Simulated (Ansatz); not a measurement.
## Pt(111) / 3 layers Zn(0001) / Pt(111): resistance against film thickness

Aim: what a thin film of another metal adds to the resistance, first Pt(111) / 3 layers Zn(0001) / Pt(111).

Method: Ansatz plane-wave DFT, PBE, PAW files; ballistic transport by layer matching (Landauer), zero bias, in Ansatz 0.2.0.

### Step 1. The starting structure

The cell holds 11 atoms: 8 Pt and 3 Zn. Its edges and angles: a = 2.773 Å, b = 2.773 Å, c = 24.966 Å, α = 90.0°, β = 90.0°, γ = 120.0°. It derives from Pt and Zn. Regions: lead, 8 atoms (8 Pt); films, 3 atoms (3 Zn). The structure is stacked along c, and the current runs across the ab planes.

### Step 2. With 3 layers

The film is laid into the lead at the lead's in-plane lattice, and the cell closes on the lead's own image. The mesh across the current, 30×30, is finer than the density's, because channels open and close sharply across the zone. Energies from -1 to 1 eV in steps of 0.036 eV cover the slope of the Fermi function at 300 K, so the program can form a conductance.

File input.yaml:

```yaml
crystal:
  lattice:
    - [2.7731313745, 0.0, 0.0]
    - [-1.3865656872, 2.4016022183, 0.0]
    - [0.0, 0.0, 24.9656684824]
  atoms:
    - { symbol: Pt, position: [0.0, 0.0, 0.0453473194] }
    - { symbol: Pt, position: [0.3333333333, 0.6666666667, 0.1360419582] }
    - { symbol: Pt, position: [0.6666666667, 0.3333333333, 0.226736597] }
    - { symbol: Pt, position: [0.0, 0.0, 0.3174312358] }
    - { symbol: Zn, position: [0.3333333333, 0.6666666667, 0.4085190368] }
    - { symbol: Zn, position: [0.6666666667, 0.3333333333, 0.5] }
    - { symbol: Zn, position: [0.3333333333, 0.6666666667, 0.5914809632] }
    - { symbol: Pt, position: [0.6666666667, 0.3333333333, 0.6825687642] }
    - { symbol: Pt, position: [0.0, 0.0, 0.773263403] }
    - { symbol: Pt, position: [0.3333333333, 0.6666666667, 0.8639580418] }
    - { symbol: Pt, position: [0.6666666667, 0.3333333333, 0.9546526806] }
kpoints:
  mp_grid: { grid: [15, 15, 1] }
hamiltonian:
  xc: pbe
scf:
  occupations: { method: fermi_dirac, width: 0.1 }
output:
  transmission: { leads: [[0, 1]], kmesh: [30, 30], e_range: [-1.0, 1.0], de: 0.036 }
  write_potential: true
  write_density: true
  volumetric_format: npy
  elf: true
```

Started as:

```console
$ ansatz run input.yaml --threads 4 --pin off --max-ram 8192MiB --backend cpu --events-out ev --progress --plain --runs-dir out
```

Numbers of over 12 decimals in the logs are rounded to 6 here.

What it wrote:

```text
Engine: ansatz 0.2.0, aarch64-unknown-linux-gnu
Pseudopotentials: kind: paw
Pseudopotential: Pt, paw, valence charge 18, recommended cutoff 420 eV (normal), Pt.paw.azcp
Pseudopotential: Zn, paw, valence charge 12, recommended cutoff 420 eV (normal), Zn.paw.azcp
Functional definition: PBE
  parameter kappa = 0.804
  parameter beta = 0.066725
  exchange = pbe_x(kappa = kappa, mu = beta*pi^2/3)
  correlation = pbe_c(beta = beta)
Crystal: 11 atoms, lattice volume = 166.270 Å³
Basis set: ecut = 420 eV, 3287 PW (Γ)
Bands: 108, of which v1, the nominal top of the filled ones, is band 90 counted from 1 (89 counted from 0)
Symmetry: 6 space group operations
Space group: P3m1 (ITA 156), of the structure as read, at distance tolerance 5.5e-5 Å
k-points: 27 of 225 (time reversal used)
Non-local potential: Pt, projectors of the file, l = 0: 3, l = 1: 2, l = 2: 2, l = 3: 1
Non-local potential: Zn, projectors of the file, l = 0: 2, l = 1: 2, l = 2: 3, l = 3: 1
PAW form: soft (Blöchl's): semilocal exchange-correlation on the pseudo side does not see the compensation charge
PAW one-centre angular grid: Pt, 590 points (default); XC on 64 Gauss nodes
PAW one-centre angular grid: Zn, 590 points (default); XC on 64 Gauss nodes
Initial density: superposition of atomic densities (neutral atoms: chi_scale 0, normalization atom), corrected by the library's trained network
Initial wavefunctions: pseudopotential atomic-orbital guess
Functional: x = pbe(κ = 0.804, μ = 0.219515), c = pbe(β = 0.066725)
SCF iter   1: F=—  HF=-110141.963754 eV  |F-HF|=—  |Δ(HF+E_count)|=         —  Δρ=6.62e-3  dr2=2.03e0  ethr=1.77e-3  ⟨swp⟩=5.2  Hψ=9966  notcnv=0  defer=64
preconditioner: auto → Kerker (q_TF=auto, 2.765 Å⁻¹)  [metal: Δε(μ)=0.003 eV  Ē_g=9.409 eV  σ=0.100 eV  W_gap=0.01  n_scr=62 (ndim 8)  ℏωp=31.0 eV  f_vac=0.000  D(μ)=13.48/eV (n_scr^D=168)]
SCF iter   2: F=—  HF=-110141.960983 eV  |F-HF|=—  |Δ(HF+E_count)|=   2.77e-3  Δρ=3.38e-3  dr2=7.49e-1  ethr=1.13e-3  ⟨swp⟩=1.1  Hψ=3387  notcnv=0  defer=72
SCF iter   3: F=—  HF=-110141.956070 eV  |F-HF|=—  |Δ(HF+E_count)|=   4.91e-3  Δρ=9.22e-4  dr2=6.02e-2  ethr=4.16e-4  ⟨swp⟩=1.0  Hψ=2753  notcnv=0  defer=77
SCF iter   4: F=—  HF=-110141.955200 eV  |F-HF|=—  |Δ(HF+E_count)|=   8.69e-4  Δρ=7.48e-4  dr2=6.61e-3  ethr=3.34e-5  ⟨swp⟩=1.2  Hψ=2766  notcnv=0  defer=77
SCF iter   5: F=—  HF=-110141.954774 eV  |F-HF|=—  |Δ(HF+E_count)|=   4.26e-4  Δρ=2.51e-4  dr2=3.21e-4  ethr=3.67e-6  ⟨swp⟩=2.0  Hψ=3188  notcnv=0  defer=77
SCF iter   6: F=—  HF=-110141.954779 eV  |F-HF|=—  |Δ(HF+E_count)|=   4.68e-6  Δρ=4.56e-5  dr2=1.26e-5  ethr=1.78e-7  ⟨swp⟩=1.1  Hψ=2755  notcnv=0  defer=77
SCF iter   7: F=—  HF=-110141.954775 eV  |F-HF|=—  |Δ(HF+E_count)|=   4.12e-6  Δρ=1.59e-5  dr2=2.50e-6  ethr=7.02e-9  ⟨swp⟩=1.9  Hψ=3077  notcnv=0  defer=78
SCF iter   8: F=—  HF=-110141.954775 eV  |F-HF|=—  |Δ(HF+E_count)|=   8.89e-8  Δρ=1.41e-5  dr2=5.98e-7  ethr=1.39e-9  ⟨swp⟩=2.0  Hψ=3219  notcnv=0  defer=78
SCF iter   9: F=-110141.954775 eV  HF=-110141.954775 eV  |F-HF|=1.02e-7  |Δ(HF+E_count)|=   1.13e-7  Δρ=3.18e-6  dr2=9.65e-8  ethr=5.56e-11  ⟨swp⟩=7.6  Hψ=10835  notcnv=0
SCF 1 converged in 9 iterations: F = -110141.954775 eV  dr2 = 9.65e-8
  greatest PAW one-centre occupation: 1.000 electrons in one spin orbital (limit 2), on the Pt atom at site 10 (counted from 0), in its partial waves of l = 0
transmission: 393 of 3913 steps passed
transmission: 784 of 3913 steps passed
[...]
transmission: 3913 of 3913 steps passed
SCF converged after 9 iterations
Free energy (F): -110141.954775 eV
Harris-Foulkes:  -110141.954775 eV  (|F-HF|=1.02e-7)
Internal energy: -110141.521236 eV  (E = F + TS)
E sigma→0 (E₀):  -110141.738005 eV
Entropy (-TS):   -0.433539 eV (-39.413 meV/atom)
Fermi energy:    19.998493 eV
--- Per-component energies (eV) ---
  E_band       = -1042.306436
  E_kinetic    = 5499.942180
  E_local      = -26679.207366  (includes V_loc(G=0)·N_el)
  E_nonlocal   = 3432.582422
  E_hartree    = 11387.661170
  E_xc         = -2509.730661
  E_vxc        = -2583.867344  (∫ρ·V_xc dr)
  E_paw        = -81108.938096  (= ΣΔE_a)
  E_vpaw       = -3487.079397  (= ΣTr[D̂ρ^β])
  E_aug_tail   = 0.000528  (compensation charges beyond the density's cutoff)
  E_ewald      = -20163.831413
  E_smearing   = -0.433539  (= −TS)
  E_closure    = -0.000000  (closes the sum)
  Σ components = -110141.954775   (vs F -110141.954775, Δ=0.00e0)
--- Band table (eV; the first three rows and the last of 27) ---
  k-point 0: bands = [... 86 lower, 18.3504, 18.4722, 18.4722, 18.8064, 18.8064, 18.8304, 19.2454, 19.2454, ... 14 higher]
  k-point 1: bands = [... 86 lower, 18.3756, 18.4071, 18.5294, 18.6004, 18.8288, 18.9829, 19.2588, 19.5020, ... 14 higher]
  k-point 2: bands = [... 86 lower, 18.3357, 18.3751, 18.6024, 18.8749, 18.8795, 19.2885, 19.3149, 19.7052, ... 14 higher]
  k-point 26: bands = [... 86 lower, 19.7362, 19.7461, 20.0751, 20.3173, 21.2613, 21.8934, 22.0925, 23.6581, ... 14 higher]
--- Transmission ---
  basis      : 61 plane waves across, 43 finite elements along
  points     : 91, standing for a mesh of 30 x 30
  filling    : by the input's occupations and mesh, since the crystals that have channels conduct as metals do. If one of these is a semiconductor, that mesh has misplaced its level
  energies   : 56 from -1.000000 to 0.980000 eV about the Fermi level, 0.036000 eV apart; the leads are filled to 0.000000 eV, and channels, transmission and decay are at 0.008000 eV
  crystal 0  : Pt1, at the sites [0, 1], period 2.2643 Å, over 18.11 Å; its Hamiltonian steps by up to 8.7 meV
    offset         : up to 0.0000 Å between an atom of the period and one for which it stands
    filled         : 20.3 meV over the level at which it is neutral
    channels       : 1.705556e0 a spin
    conductance    : 1.9921e15 S/m² at 300 K; may be off by some 0.0 % by where its bands' edges are placed, 2.8 % from the k-mesh, 3.1 % from the distance to neutral
    slowest decay  : 0.0726 /Å at (0.3333, 0.3000)
  junction   : crystal 0 to crystal 0, 0.70 to 23.40 Å
    transmission   : 5.352916e-1 a spin
    conductance    : 6.1696e14 S/m² at 300 K (6.6201e14 on every other point, 6.1657e14 on every other energy)
    error estimate : 0.1 % from the energy spacing and 1.5 % from band edges of the leads and from resonances (wavevectors taken as independent; lower de), 5.9 % from the k-mesh, 5.0 % from the steps of its leads' Hamiltonians or their offsets (lay more layers), 0.0 % from the distance to neutral
    resistance     : 1.1189e-3 Ω µm² beyond half of each lead's own
```

It took 1.8 min on 4 threads of Arm Neoverse V2, shared host; peak memory 0.85 GiB.

This step gave:

- free energy: -110141.9548 eV
- energy at zero smearing: -110141.7380 eV
- Fermi energy: 20.00 eV
- cell area: 6.660 Å²
- step of the lead's potential: 8.7 meV
- ballistic conductance of the lead: 1.99e15 S/m²
- estimated errors of the lead's conductance: 0, 2.8, 3.1 % (band edges, k-mesh, distance from neutral)
- lead conductance per cell: 1.712 G₀
- conductance of the junction: 6.17e14 S/m²
- junction conductance per cell: 0.5303 G₀
- estimated errors of the junction's conductance: 0.1, 1.5, 5.9, 5, 0 % (energy step, band edges, k-mesh, leads' steps, distance from neutral)
- area resistance that the stack adds (contact term taken off, spin by spin): 1.119 fΩ m²

Per spin. The transmission, zone mean by energy, zero at the Fermi level:

```
energy (eV)  transmission, zone mean
     -1.000                    0.505
     -0.964                    0.467
     -0.892                    0.484
     -0.856                    0.512
     -0.784                    0.501
     -0.748                    0.524
     -0.676                    0.541
     -0.640                    0.537
     -0.568                    0.558
     -0.532                    0.588
     -0.460                    0.606
     -0.424                    0.600
     -0.388                    0.606
     -0.352                    0.599
     -0.316                    0.593
     -0.244                    0.592
     -0.208                    0.585
     -0.136                    0.549
     -0.100                    0.529
     -0.028                    0.534
      0.008                    0.535
      0.080                    0.520
      0.116                    0.517
      0.188                    0.531
      0.224                    0.522
      0.296                    0.498
      0.332                    0.502
      0.404                    0.506
      0.440                    0.507
      0.512                    0.527
      0.548                    0.529
      0.620                    0.530
      0.656                    0.530
      0.728                    0.538
      0.764                    0.550
      0.836                    0.563
      0.872                    0.569
      0.944                    0.573
      0.980                    0.589
```

Per spin. The open channels, zone mean, lead by energy, zero at the Fermi level:

```
energy (eV)  open channels, zone mean, lead
     -1.000                            1.59
     -0.964                            1.56
     -0.892                            1.53
     -0.856                            1.57
     -0.784                             1.6
     -0.748                            1.61
     -0.676                            1.63
     -0.640                            1.63
     -0.568                            1.71
     -0.532                            1.78
     -0.460                            1.76
     -0.424                            1.73
     -0.352                            1.78
     -0.316                            1.85
     -0.244                            1.98
     -0.208                            2.05
     -0.136                            2.04
     -0.100                            1.93
     -0.028                            1.78
      0.008                            1.71
      0.080                            1.48
      0.116                            1.35
      0.188                            1.22
      0.224                            1.17
      0.296                            1.06
      0.332                            0.95
      0.404                           0.883
      0.440                           0.843
      0.512                           0.623
      0.548                           0.637
      0.620                           0.657
      0.656                            0.67
      0.728                           0.697
      0.764                           0.723
      0.836                            0.71
      0.872                           0.683
      0.944                           0.683
      0.980                           0.697
```

Transmission over k1 and k2. At 0.0080 eV from the Fermi level.

Ten even steps from '_' (0.000) to '@' (0.989), each cell a mean:
```
####++@@::..............::**++%%**::__==++::......--++==____
%%**%%@@++++++++**==++++++++@@%%##%%++--__________________--
++==::@@@@@@@@@@%%%%@@%%@@@@@@@@@@--====++________________**
....__@@@@@@%%%%%%%%%%%%%%%%%%@@@@@@--....--..____________--
__....@@@@%%%%%%%%##########%%%%%%%%@@++........__________..
____..@@%%%%%%%%%%############%%%%%%%%%%%%::..__....______::
......%%@@%%%%########********########%%%%##==....----____==
--..__@@%%%%%%######****++++++****######%%%%@@**__::++==__**
%%==__@@@@%%%%######**++====--==++****######%%%%%%::::%%::..
##**++@@@@%%%%######**++==::::::--==++**####%%%%@@@@++@@**--
::####@@@@@@%%%%%%##**++==--..__..--==**####%%%%%%@@@@@@**%%
##++++@@##@@@@%%%%####**++==--....::==++**####%%%%%%@@@@##++
%%__==@@::==@@%%%%######**++====----==++**######%%%%@@@@__++
++++__**==..::%%%%%%%%####****++++++++++**######%%%%%%@@__::
..++____==::....##%%%%%%########********########%%%%@@%%....
__::______::..__..--@@%%%%##%%##############%%####%%%%%%..__
__..__________..__..::%%%%%%%%%%%%##########%%%%%%%%@@@@....
..::____________..::....++@@@@%%%%%%%%%%%%%%%%%%%%@@@@@@__..
--++______________..++--::--@@@@@@@@%%%%%%%%%%%%@@@@@@@@__::
%%++__________________++##%%%%@@@@########**%%######%%@@%%##
##____----::..__..::----__==++####==............__....@@++**
::++**%%++::..____::--==****##--**%%##--::..____..::==@@####
```
Columns: k1 (b1) from -0.5 to 0.467; rows upwards: k2 (b2) from -0.5 to 0.467.

Open channels over k1 and k2. At 0.0080 eV from the Fermi level.

Ten even steps from '_' (0.00) to '@' (3.00), each cell a mean:
```
@@@@##**++++**##@@####**++++**@@@@==----++++**@@****++------
****%%%%**++**%%********++++%%@@****++------**======++------
****--@@##******--------****####@@==**++++--**++____**++--++
****==**********==--------**********==********==..____--****
****%%************--------==************%%****%%++::==--**%%
**@@@@------********--------********----==%%@@##******++**##
****@@----------++****==----******----------####****==----**
****##++----------==****++--******------------##******----==
****--****------------++++----**++----------==****==++**==--
%%**==%%******==========--++==**----========****************
++@@@@@@****************++++****++++****************##@@@@@@
@@%%****%%********++++++++----**++==--++++++++++******@@++**
**--==**++==****==----------++**--==++++--------====****--**
**------**++****------------****++--****++------------******
****----++****%%++----------******----++****==----------@@**
****++++++******@@##------++******------==****++++------@@%%
**@@**--++--**@@####%%************----------************@@##
******--____..++********++**********--------++**********++**
****==++==____++**==****++==%%******++--------********%%--**
**------++----==**------++****@@@@++++**======##**++%%@@##**
%%------==****%%**====----++%%@@**====**%%%%@@%%**====**%%%%
++%%++++******##******++++++@@++@@**********##************@@
```
Columns: k1 (b1) from -0.5 to 0.467; rows upwards: k2 (b2) from -0.5 to 0.467.

Electrostatic potential energy in the ca plane at fractional y = 0.333, with atoms of Pt and Zn within 0.2 Å of it. With pseudopotentials it is smooth inside the atoms' cores, unlike the true potential.

Values in eV, 5 rows by 16 columns, each cell a mean:
```
 16  21  16  17 -27  -4  18  18  21  19  16 -10  11  19  20  -7
 21  22  21  14 -40 -17  21  22  22  21  12 -24   5  21  21 -21
 17  21  15  17 -25  -3  18  18  21  18  16  -9  12  18  19  -6
  1  16  -3  17  13  18   8   6  17   8  20  16  20  10  14  17
  0  17  -2  18  14  18   7   5  17   8  20  16  20  11  14  18
```
Columns run along c (16.0 Å, from fractional 0.04 to 0.68 of the cell; values clipped at the 3rd and 97th percentile), rows up along a (2.8 Å). Atoms in or near the plane, at fractional coordinates: Pt at (0.23, 0.67), Zn at (0.50, 0.67), Pt at (0.68, 0.67).

Valence density in the ca plane at fractional y = 0.333, with atoms of Pt and Zn within 0.2 Å of it. It is the smooth field of the valence electrons, not physical close to the nuclei.

Values in e/Å³, 5 rows by 16 columns, each cell a mean:
```
 0  0  0  0  4  2  0  0  0  0  0  3  0  0  0  2
 0  0  0  1  8  4  0  0  0  0  0 17  1  0  0  4
 0  0  1  0  4  2  0  0  0  0  0  3  0  0  0  2
 1  0  1  0  1  0  1  1  0  0  0  0  0  0  0  0
 1  0  1  0  1  0  1  1  0  0  0  0  0  0  0  0
```
Columns run along c (16.0 Å, from fractional 0.04 to 0.68 of the cell), rows up along a (2.8 Å). Atoms in or near the plane, at fractional coordinates: Pt at (0.23, 0.67), Zn at (0.50, 0.67), Pt at (0.68, 0.67).

ELF in the ca plane at fractional y = 0.333, with atoms of Pt and Zn within 0.2 Å of it. It is the smooth field of the valence electrons, not physical close to the nuclei.

Ten even steps from '0' (0.00) to '9' (0.67), each cell a mean:
```
44333343334688643334433322344321123433334457
33222333334899853333322233454310013444444479
33212233334899953333322234454200013455454479
33222333334899853333332233444310023444444469
44333444333577543344433322334322223433233456
65433455433344333455544322233433334332223334
65444466533334333466544322223443344322222334
55433455433344433455543322234433334332223344
```
Columns run along c (16.0 Å, from fractional 0.04 to 0.68 of the cell), rows up along a (2.8 Å). Atoms in or near the plane, at fractional coordinates: Pt at (0.23, 0.67), Zn at (0.50, 0.67), Pt at (0.68, 0.67).

The lead's potential steps by 8.7 meV from period to period, small in itself. The program estimates the junction's conductance to 5.9 % from the k-mesh, 0 % from the leads' distance from neutral and 5 % from their steps.

By hand: 1/G − 1/G_lead = 1/0.6170 − 1/1.992 = 1.12 fΩ m² with G in 10¹⁵ S/m².

(Continued in part 2 of 2.)

[Logs are printed without paths, hosts, clocks, repeated set-up lines and the standing remarks that a program may print on its own settings, such as how far it seeks lower states.]

[Hosts, paths, dates, database ids (printed as entryN), source tags and the programs' standing remarks are cut or masked in the printed files.]
